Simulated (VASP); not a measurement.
# TePb (Fm-3m) in VASP: further runs

The runs below take TePb through single point, with PBE.

Program: VASP 6.6.1. These are calculated values, not measurements. Logs are shortened: lines on timing, memory, paths and dates and some standing lists are left out, and cuts for length are marked.

**The experiment to reproduce.**

From a printed reference work, monograph, for a bulk crystal of TePb at 4.2 K: band gap 0.19 eV (direct).

How close the calculation comes is told below.

### Step 1. The cell of the first run

The structure is cubic, space group Fm-3m (No. 225). The conventional cell has a = 6.547 Å, b = 6.547 Å, c = 6.547 Å, α = 90.00°, β = 90.00°, γ = 90.00°. Te (site symmetry m-3m) has 6 Pb at 3.27 Å within 4.3 Å. Pb (site symmetry m-3m) has 6 Te at 3.27 Å within 4.3 Å.

### Step 2. Single point, PBE

INCAR reads:

```
PREC = Accurate
ENCUT = 520
EDIFF = 1E-7
ISMEAR = 0
SIGMA = 0.01
LREAL = F
LASPH = T
NELM = 60
ALGO = Normal
ISIF = 2
LWAVE = F
LCHARG = F
GGA = PE
NBANDS = 17
```

KPOINTS reads:

```
Automatic mesh
0
Gamma
  6 6 6
```

POSCAR reads:

```
TePb
1.0
    0.0000000000      3.2735180337      3.2735180337
    3.2735180337      0.0000000000      3.2735180337
    3.2735180337      3.2735180337      0.0000000000
Te Pb
1 1
Direct
    0.5000000000      0.5000000000      0.5000000000
    0.0000000000      0.0000000000      0.0000000000
```

Potentials or basis: VASP PAW PBE potentials, release 64 (Te, Pb_d).

Started as:

```bash
$ cat potpaw_PBE.64/Te/POTCAR potpaw_PBE.64/Pb_d/POTCAR > POTCAR
$ mpirun -np 1 vasp_std > vasp.out
```

OUTCAR:

```text
PREC = Accurate
   ENCUT = 520
   EDIFF = 1E-7
   ISMEAR = 0
   LREAL = F
   LASPH = T
   NELM = 60
   ISIF = 2
   GGA = PE

 ion  position               nearest neighbor table
   1  0.500  0.500  0.500-   2 3.27   2 3.27   2 3.27   2 3.27   2 3.27   2 3.27
   2  0.000  0.000  0.000-   1 3.27   1 3.27   1 3.27   1 3.27   1 3.27   1 3.27

  LATTYP: Found a face centered cubic cell.
 ALAT       =     6.5470360674

  Lattice vectors:

 A1 = (   0.0000000000,   3.2735180337,   3.2735180337)
 A2 = (   3.2735180337,   0.0000000000,   3.2735180337)
 A3 = (   3.2735180337,   3.2735180337,   0.0000000000)

Analysis of symmetry for initial positions (statically):
=====================================================================
 Subroutine PRICEL returns:
 Original cell was already a primitive cell.

 Routine SETGRP: Setting up the symmetry group for a
 face centered cubic supercell.

 Subroutine GETGRP returns: Found 48 space group operations
 (whereof 48 operations were pure point group operations)
 out of a pool of 48 trial point group operations.

The static configuration has the point symmetry O_h .

Analysis of symmetry for dynamics (positions and initial velocities):
=====================================================================
 Subroutine PRICEL returns:
 Original cell was already a primitive cell.

 Routine SETGRP: Setting up the symmetry group for a
 face centered cubic supercell.

 Subroutine GETGRP returns: Found 48 space group operations
 (whereof 48 operations were pure point group operations)
 out of a pool of 48 trial point group operations.

The dynamic configuration has the point symmetry O_h .

 Subroutine INISYM returns: Found 48 space group operations
 (whereof 48 operations are pure point group operations),
 and found     1 'primitive' translations

----------------------------------------------------------------------------------------

                                     Primitive cell

  volume of cell :      70.1575

  direct lattice vectors                    reciprocal lattice vectors
     0.000000000  3.273518034  3.273518034    -0.152740872  0.152740872  0.152740872
     3.273518034  0.000000000  3.273518034     0.152740872 -0.152740872  0.152740872
     3.273518034  3.273518034  0.000000000     0.152740872  0.152740872 -0.152740872

  length of vectors
     4.629453600  4.629453600  4.629453600     0.264554951  0.264554951  0.264554951

  position of ions in fractional coordinates (direct lattice)
     0.500000000  0.500000000  0.500000000
     0.000000000  0.000000000  0.000000000

  ion indices of the primitive-cell ions
   primitive index   ion index
                 1           1
                 2           2

----------------------------------------------------------------------------------------

 KPOINTS: Automatic mesh

Automatic generation of k-mesh.
 Grid dimensions read from file:
 generate k-points for:    6    6    6

 Generating k-lattice:

  Cartesian coordinates                     Fractional coordinates (reciprocal lattice)
    -0.025456812  0.025456812  0.025456812     0.166666667  0.000000000  0.000000000
     0.025456812 -0.025456812  0.025456812     0.000000000  0.166666667  0.000000000
     0.025456812  0.025456812 -0.025456812     0.000000000  0.000000000  0.166666667

  Length of vectors
     0.044092492  0.044092492  0.044092492

  Shift w.r.t. Gamma in fractional coordinates (k-lattice)
     0.000000000  0.000000000  0.000000000

 Subroutine IBZKPT returns following result:
 ===========================================

 Found     16 irreducible k-points:

 Following reciprocal coordinates:
            Coordinates               Weight
  0.000000  0.000000  0.000000      1.000000
  0.166667  0.000000  0.000000      8.000000
  0.333333  0.000000  0.000000      8.000000
  0.500000  0.000000  0.000000      4.000000
  0.166667  0.166667  0.000000      6.000000
  0.333333  0.166667  0.000000     24.000000
[... 8 lines left out ...]
 -0.333333  0.333333  0.166667     24.000000
 -0.333333  0.500000  0.166667     12.000000
   k-points           NKPTS =     16   k-points in BZ     NKDIM =     16   number of bands    NBANDS=     17
   number of dos      NEDOS =    301   number of ions     NIONS =      2
   total plane-waves  NPLWV =  46656
   dimension x,y,z NGX =    36 NGY =   36 NGZ =   36
   dimension x,y,z NGXF=    72 NGYF=   72 NGZF=   72
   ions per type =               1   1
   NGX,Y,Z   is equivalent  to a cutoff of  12.93, 12.93, 12.93 a.u.
   NGXF,Y,Z  is equivalent  to a cutoff of  25.86, 25.86, 25.86 a.u.
 SYSTEM =  unknown system
   PREC   = accura    normal or accurate (medium, high low for compatibility)
   ISTART =      0    job   : 0-new  1-cont  2-samecut
   ICHARG =      2    charge: 1-file 2-atom 10-const
   ISPIN  =      1    spin polarized calculation?
   LNONCOLLINEAR =      F non collinear calculations
   LSORBIT =      F    spin-orbit coupling
   LASPH  =      T    aspherical Exc in radial PAW
   ENCUT  =  520.0 eV  38.22 Ry    6.18 a.u.   8.61  8.61  8.61*2*pi/ulx,y,z
   NELM   =     60;   NELMIN=  2; NELMDL= -5     # of ELM steps
   EDIFF  = 0.1E-06   stopping-criterion for ELM
   LREAL  =      F    real-space projection
   EDIFFG = 0.1E-05   stopping-criterion for IOM
   NSW    =      0    number of steps for IOM
   IBRION =     -1    ionic relax: 0-MD 1-quasi-New 2-CG
   NFREE  =      0    steps in history (QN), initial steepest desc. (CG)
   ISIF   =      2    stress and relaxation
   ISYM   =      2    0-nonsym 1-usesym 2-fastsym
   POTIM  = 0.5000    time-step for ionic-motion
   TEBEG  =    0.0;   TEEND  =   0.0 temperature during run
   PSTRESS=    0.0 pullay stress
   NELECT =      20.0000    total number of electrons
   NUPDOWN=      -1.0000    fix difference up-down
   EMIN   =  10.00;   EMAX   =-10.00  energy-range for DOS
   EFERMI =   0.00;   METHOD = LEGACY
   ISMEAR =     0;   SIGMA  =   0.01  broadening in eV -4-tet -1-fermi 0-gaus
   EFERMI_NEDOS =   21; number of points for ismear=-14 and -15
   IALGO  =     38    algorithm
   IMIX   =      4    mixing-type and parameters
     AMIX     =   0.40;   BMIX     =  1.00
     AMIX_MAG =   1.60;   BMIX_MAG =  1.00
  volume/ion in A,a.u.               =      35.08       236.72
  Fermi-wavevector in a.u.,A,eV,Ry     =   1.077441  2.036068 15.794714  1.160879
  Thomas-Fermi vector in A             =   2.213353
   LORBIT       =      0    0 simple, 1 ext, 2 COOP (PROOUT), +10 PAW based schemes
   GGA     = PE    functional components
   LHFCALC =     F    Hartree Fock is set to
   AEXX    =    0.0000 exact exchange contribution
   IVDW    =     0    specifies the selected vdW correction
   LEPSILON=     F    determine dielectric tensor
   LRPA    =     F    only Hartree local field effects (RPA)
 non-spin polarized calculation
 Gauss-broadening in eV      SIGMA  =   0.01
  energy-cutoff  :      520.00
  volume of cell :       70.16
 maximum number of plane-waves:      1917
 NGX is ok and might be reduce to    36
   NGX = 17   NGY = 17   NGZ = 17

 number of electron      20.0000001 magnetization

 Free energy of the ion-electron system (eV)
  ---------------------------------------------------
  ext. energy  EPLUGINS =         0.00000000
  ---------------------------------------------------
  free energy    TOTEN  =        -7.52298798 eV

  energy without entropy =       -7.52298798  energy(sigma->0) =       -7.52298798

 E-fermi :   5.1660     XC(G=0):  -9.1251

 val. band max:        5.1212837816   @ k =   0.5000   0.0000   0.0000
 cond. band min:       5.9346584539   @ k =   0.5000   0.0000   0.0000
 fundamental gap:      0.8133746723
 Fermi energy:         5.1659640282

 k-point     1 :       0.0000    0.0000    0.0000
  band No.  band energies     occupation
      1     -11.5368      2.00000
      2     -11.5368      2.00000
      3     -11.5304      2.00000
      4     -11.5304      2.00000
      5     -11.5304      2.00000
      6      -6.5732      2.00000
[... 9 lines left out ...]
     16      11.0126      0.00000
     17      12.5900      0.00000

 k-point     2 :       0.1667    0.0000    0.0000
  band No.  band energies     occupation
      1     -11.5394      2.00000
      2     -11.5394      2.00000
      3     -11.5297      2.00000
      4     -11.5270      2.00000
      5     -11.5270      2.00000
      6      -6.3500      2.00000
[... 9 lines left out ...]
     16      11.5038      0.00000
     17      14.0419      0.00000

 k-point     3 :       0.3333    0.0000    0.0000
  band No.  band energies     occupation
      1     -11.5458      2.00000
      2     -11.5458      2.00000
      3     -11.5285      2.00000
      4     -11.5194      2.00000
      5     -11.5194      2.00000
      6      -5.7453      2.00000
[... 9 lines left out ...]
     16      12.8278      0.00000
     17      15.9305      0.00000

 k-point     4 :       0.5000    0.0000    0.0000
  band No.  band energies     occupation
      1     -11.5490      2.00000
      2     -11.5490      2.00000
      3     -11.5280      2.00000
      4     -11.5155      2.00000
      5     -11.5155      2.00000
      6      -5.2390      2.00000
[... 9 lines left out ...]
     16      14.3808      0.00000
     17      14.3808      0.00000
[... 183 lines left out ...]
      1     -11.5634      2.00000
      2     -11.5380      2.00000
      3     -11.5301      2.00000
      4     -11.5171      2.00000
      5     -11.5144      2.00000
      6      -5.3195      2.00000
[... 9 lines left out ...]
     16      14.1943      0.00000
     17      14.6227      0.00000

 k-point    15 :      -0.3333    0.3333    0.1667
  band No.  band energies     occupation
      1     -11.5659      2.00000
      2     -11.5403      2.00000
      3     -11.5241      2.00000
      4     -11.5221      2.00000
      5     -11.5112      2.00000
      6      -4.9790      2.00000
[... 9 lines left out ...]
     16      15.3663      0.00000
     17      15.5190      0.00000

 k-point    16 :      -0.3333    0.5000    0.1667
  band No.  band energies     occupation
      1     -11.5763      2.00000
      2     -11.5344      2.00000
      3     -11.5313      2.00000
      4     -11.5163      2.00000
      5     -11.5084      2.00000
      6      -4.9234      2.00000
[... 9 lines left out ...]
     16      15.6937      0.00000
     17      16.5100      0.00000

------------------------ aborting loop because EDIFF is reached ----------------------------------------

  FORCE on cell =-STRESS in cart. coord.  units (eV):
  Direction    XX          YY          ZZ          XY          YZ          ZX
  --------------------------------------------------------------------------------------
  -------------------------------------------------------------------------------------
  Total        0.1608760      0.1608760      0.1608760      0.0000000      0.0000000     -0.0000000
  in kB        3.6739025      3.6739025      3.6739025      0.0000000      0.0000000     -0.0000000
  external PRESSURE =       3.6739025 kB  Pullay stress =       0.0000000 kB

 VOLUME and BASIS-vectors are now :
 -----------------------------------------------------------------------------
  energy-cutoff  :      520.00
  volume of cell :       70.16
      direct lattice vectors                 reciprocal lattice vectors
     0.000000000  3.273518034  3.273518034    -0.152740872  0.152740872  0.152740872
     3.273518034  0.000000000  3.273518034     0.152740872 -0.152740872  0.152740872
     3.273518034  3.273518034  0.000000000     0.152740872  0.152740872 -0.152740872

 POSITION                                       TOTAL-FORCE (eV/Angst)
 -----------------------------------------------------------------------------------
      3.27352      3.27352      3.27352         0.000000     -0.000000      0.000000
      0.00000      0.00000      0.00000        -0.000000      0.000000     -0.000000
 -----------------------------------------------------------------------------------
    total drift:                               -0.000000      0.000000      0.000000

  FREE ENERGIE OF THE ION-ELECTRON SYSTEM (eV)
  ---------------------------------------------------
  free  energy   TOTEN  =        -7.5229879824 eV

  energy  without entropy=       -7.5229879824  energy(sigma->0) =       -7.52298798
```

Wall time 30 s (1 thread of Intel Xeon 8259CL, shared host); peak memory 0.2 GiB.

What came out:

```
Free energy            : -7.5230 eV
Pressure               : 0.4 GPa
Band gap on the k mesh : 0.81 eV, direct
```

Levels at points of the mesh, in eV from the valence-band top:
| k point | band 6 | band 7 | band 8 | band 9 | band 10 | band 11 | band 12 | band 13 | band 14 | band 15 |
| --- | --- | --- | --- | --- | --- | --- | --- | --- | --- | --- |
| (0.00, 0.00, 0.00) | -11.69 | -5.69 | -1.19 | -1.19 | -1.19 | 4.04 | 4.04 | 4.04 | 5.89 | 5.89 |
| (0.50, 0.00, 0.00) | -10.36 | -8.38 | -0.76 | -0.76 | 0.00 | 0.81 | 1.37 | 1.37 | 8.35 | 9.16 |
| (0.50, 0.50, 0.00) | -10.15 | -7.23 | -4.19 | -2.57 | -2.57 | 3.47 | 5.34 | 5.34 | 6.49 | 10.02 |

Caveat: spin-orbit coupling is left out, which moves the levels of the heavy elements.

### Step 3. Single point, PBE

This run uses another cell than the first one, of 36.09 Å³/atom, 1.029 times its volume.

INCAR reads:

```
PREC = Accurate ; ENCUT = 520
EDIFF = 1E-6 ; ISMEAR = 0
SIGMA = 0.01 ; LREAL = False
LASPH = True ; NELM = 60
ALGO = Normal ; ISIF = 2
LWAVE = False ; LCHARG = False
GGA = PE ; NBANDS = 17
```

KPOINTS is that of step 2.

POSCAR reads:

```
TePb
1.0
    0.0000000000      3.3046962724      3.3046962724
    3.3046962724      0.0000000000      3.3046962724
    3.3046962724      3.3046962724      0.0000000000
Te Pb
1 1
Direct
    0.5000000000      0.5000000000      0.5000000000
    0.0000000000      0.0000000000      0.0000000000
```

Potentials or basis: VASP PAW PBE potentials, release 64 (Te, Pb_d).

Started as:

```bash
$ cat potpaw_PBE.64/Te/POTCAR potpaw_PBE.64/Pb_d/POTCAR > POTCAR
$ mpirun -np 1 vasp_std > vasp.out
```

It took 31 s on 1 thread of Intel Xeon 8259CL, shared host; peak memory 0.21 GiB.

Results (log left out):

```yaml
Free_energy: -7.5211 eV
Pressure: -0.7 GPa
Band_gap_on_the_k_mesh: 0.86 eV, direct
```

Levels at points of the mesh, in eV from the valence-band top:
| k point | band 6 | band 7 | band 8 | band 9 | band 10 | band 11 | band 12 | band 13 | band 14 | band 15 |
| --- | --- | --- | --- | --- | --- | --- | --- | --- | --- | --- |
| (0.00, 0.00, 0.00) | -11.47 | -5.75 | -1.09 | -1.09 | -1.09 | 4.00 | 4.00 | 4.00 | 5.96 | 5.96 |
| (0.50, 0.00, 0.00) | -10.21 | -8.25 | -0.67 | -0.67 | 0.00 | 0.86 | 1.44 | 1.44 | 8.32 | 9.10 |
| (0.50, 0.50, 0.00) | -10.02 | -7.19 | -3.97 | -2.41 | -2.41 | 3.59 | 5.24 | 5.24 | 6.33 | 9.96 |

Caveat: spin-orbit coupling is left out, which moves the levels of the heavy elements.

### Step 4. How close it comes

Step 2. Against the measured gap of TePb, 0.19 eV (direct; 4.2 K; a printed reference work, monograph), the calculated 0.81 eV is off by +0.62 eV. Spin-orbit coupling on Pb, Te is left out. The value is that of PBE on a finite k mesh, which can miss the band edges, without temperature or zero-point motion.

Step 3. A measured gap of TePb is 0.19 eV (direct; 4.2 K; a printed reference work, monograph); the calculated 0.86 eV misses it by +0.67 eV. Spin-orbit coupling on Pb, Te is left out. The value is that of PBE on a finite k mesh, which can miss the band edges, without temperature or zero-point motion.
